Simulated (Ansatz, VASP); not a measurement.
# GaSb: VASP beside Ansatz

```
Sb Ga
1.0
    -2.69723    2.69723    1.55823
     2.69723   -2.69723    1.55823
     2.69723    2.69723   -1.55823
Sb Ga
1 1
Cartesian
  0.0000 0.0000 0.0000
  0.0000 2.6972 0.7791
```

Change from the starting cell: volume scaled by 0.94.

Alike in both runs: task single point; functional PBEsol; k mesh 10 × 10 × 10; occupations fermi-dirac, width 0.05 eV; no spin polarisation.

|  | VASP | Ansatz |
| --- | --- | --- |
| version | VASP 6.6.1 | Ansatz 0.2.0 |
| potentials or method | VASP PAW PBE potentials, release 64 (Sb, Ga_d), cutoff 520 eV | all-electron LAPW, scalar-relativistic |

```tsv
	VASP	Ansatz	Ansatz less VASP
gap on the k mesh at the Fermi level (eV)	none	none	-
pressure (GPa)	0.5	0.6	+0.03
largest component of the traceless stress (GPa)	0.74	0.73	-0.007
```

A gap of «none» marks a metal or a gap that the smearing closes. Ansatz ran all-electron here, so the differences hold the error of VASP's frozen core and of both bases.

Caveats: the PAW data sets were made with another functional, which shifts forces and pressure a little (VASP). The runs have no spin-orbit coupling, so splittings on Sb are missing.
